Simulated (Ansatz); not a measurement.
input.yaml

```yaml
crystal:
  lattice:
    - [1.2875486465, -4.0911017019, 0.0]
    - [1.242615575, 4.0773330622, 0.0]
    - [0.0, 0.0, 2.5893188077]
  atoms:
    - { symbol: Cu, position: [0.1011622893, 0.870110292, 0.25] }
    - { symbol: Cu, position: [0.8988377107, 0.129889708, 0.75] }
basis:
  ecutwfc: 420
kpoints:
  mp_grid: { grid: [16, 16, 14] }
hamiltonian:
  xc: pbe
scf:
  occupations: { method: gaussian, width: 0.1 }
output:
  forces: true
  stress: true
  eigenvalues: true
```

Run as
```bash
ansatz run input.yaml --threads 1 --pin off --max-ram 1331MiB --backend cpu --events-out ev --progress --plain --runs-dir out
```

Method: Ansatz, DFT PBE, scalar-relativistic, plane waves, PAW.

Abridged output:

```
Pseudopotentials: kind: paw
Pseudopotential: Cu, paw, valence charge 19, recommended cutoff 420 eV (normal)
Functional definition: PBE
Crystal: 2 atoms, lattice volume = 26.757 Å³
Basis set: ecut = 420 eV, 531 PW (Γ), exchange–correlation on 60×60×36 points (8 copies of the dense FFT grid, shifted against one another)
Bands: 23, of which v1, the nominal top of the filled ones, is band 19 counted from 1 (18 counted from 0)
Symmetry: 4 space group operations
Space group: P21/m (ITA 11), of the structure as read, at distance tolerance 3.0e-5 Å
k-points: 1040 of 3584
Initial density: superposition of atomic densities (neutral atoms: chi_scale 0, normalization atom), corrected by the library's trained network
Initial wavefunctions: pseudopotential atomic-orbital guess
Functional: x = pbe(κ = 0.804, μ = 0.21951497), c = pbe(β = 0.06672455)
SCF iter   1: F=—  HF=-13249.735004 eV  |F-HF|=—  |Δ(HF+E_count)|=         —  Δρ=1.47e-3  dr2=1.82e-4  ethr=1.77e-3  ⟨swp⟩=5.2  Hψ=87928  notcnv=0
SCF iter   2: F=—  HF=-13249.735249 eV  |F-HF|=—  |Δ(HF+E_count)|=   2.45e-4  Δρ=7.81e-4  dr2=5.38e-5  ethr=4.79e-7  ⟨swp⟩=3.0  Hψ=58768  notcnv=0
SCF iter   3: F=—  HF=-13249.735301 eV  |F-HF|=—  |Δ(HF+E_count)|=   5.22e-5  Δρ=3.03e-4  dr2=1.31e-5  ethr=1.41e-7  ⟨swp⟩=2.0  Hψ=34966  notcnv=0
SCF iter   4: F=—  HF=-13249.735304 eV  |F-HF|=—  |Δ(HF+E_count)|=   3.41e-6  Δρ=1.07e-4  dr2=2.60e-6  ethr=3.46e-8  ⟨swp⟩=2.0  Hψ=34685  notcnv=0
SCF iter   5: F=—  HF=-13249.735305 eV  |F-HF|=—  |Δ(HF+E_count)|=   4.96e-7  Δρ=2.36e-5  dr2=1.90e-7  ethr=6.84e-9  ⟨swp⟩=2.2  Hψ=31816  notcnv=0
SCF iter   6: F=-13249.735305 eV  HF=-13249.735305 eV  |F-HF|=6.49e-9  |Δ(HF+E_count)|=   2.75e-8  Δρ=1.09e-5  dr2=3.20e-8  ethr=2.63e-10  ⟨swp⟩=4.4  Hψ=87548  notcnv=0
SCF 1 converged in 6 iterations: F = -13249.735305 eV  dr2 = 3.20e-8
SCF converged after 6 iterations
Free energy (F): -13249.735305 eV
Harris-Foulkes:  -13249.735305 eV  (|F-HF|=6.49e-9)
Internal energy: -13249.731735 eV  (E = F + TS)
E sigma→0 (E₀):  -13249.733520 eV
Entropy (-TS):   -0.003570 eV (-1.785 meV/atom)
Fermi energy:    14.210799 eV
--- Per-component energies (eV) ---
  E_band       = -805.341304
  E_kinetic    = 598.969756
  E_local      = -8719.609019  (includes V_loc(G=0)·N_el)
  E_nonlocal   = 783.598009
  E_hartree    = 3835.608162
  E_xc         = -177.600774
  E_vxc        = -229.073784  (∫ρ·V_xc dr)
  E_paw        = -3329.390623  (= ΣΔE_a)
  E_vpaw       = -910.446092  (= ΣTr[D̂ρ^β])
  E_aug_tail   = 0.000520  (compensation charges beyond the density's cutoff)
  E_ewald      = -6241.307767
  E_smearing   = -0.003570  (= −TS)
--- Forces (eV/Å), atoms counted from 1 ---
  atom   1  Cu    -0.05015724    -2.03534455     0.00000000
  atom   2  Cu     0.05015724     2.03534455     0.00000000
--- Stress (GPa, compression-positive) ---
       -8.956219       1.304896       0.000000
        1.304894       5.478415       0.000000
        0.000000       0.000000      -1.451657
  P = ⅓ Tr σ = -1.6432 GPa (-16.432 kbar)
--- Band table (eV; the first three rows and the last of 1040) ---
  k-point 0: bands = ["-98.1135", "-98.0905", "-55.5789", "-55.4926", "-55.4395", "-55.4373", "-55.4125", "-55.3997", "5.7566", "9.7399", "10.6556", "10.7937", "11.2064", "11.9115", "12.0898", "12.4242", "12.5201", "12.6775", "13.0656", "14.4801", "18.6431", "27.6414", "31.3117"]
  k-point 1: bands = ["-98.1130", "-98.0906", "-55.5776", "-55.4960", "-55.4419", "-55.4372", "-55.4122", "-55.3997", "5.8776", "9.8076", "10.6735", "10.7995", "11.1882", "11.9439", "12.0802", "12.3552", "12.5654", "12.6676", "12.7736", "14.8906", "18.6920", "26.2643", "31.4598"]
  k-point 2: bands = ["-98.1116", "-98.0909", "-55.5741", "-55.5049", "-55.4484", "-55.4378", "-55.4112", "-55.3997", "6.2362", "9.9945", "10.7196", "10.8119", "11.1450", "12.0340", "12.0490", "12.2372", "12.2894", "12.6238", "12.6456", "15.7337", "18.8452", "23.8736", "31.8923"]
  k-point 1039: bands = ["-98.0982", "-98.0982", "-55.5645", "-55.5645", "-55.4542", "-55.4542", "-55.4026", "-55.4026", "9.7231", "9.7231", "10.9089", "10.9089", "12.0020", "12.0020", "12.4388", "12.4388", "12.7968", "12.7968", "13.5330", "13.5330", "17.3962", "17.3962", "31.2954"]
```

The run converged.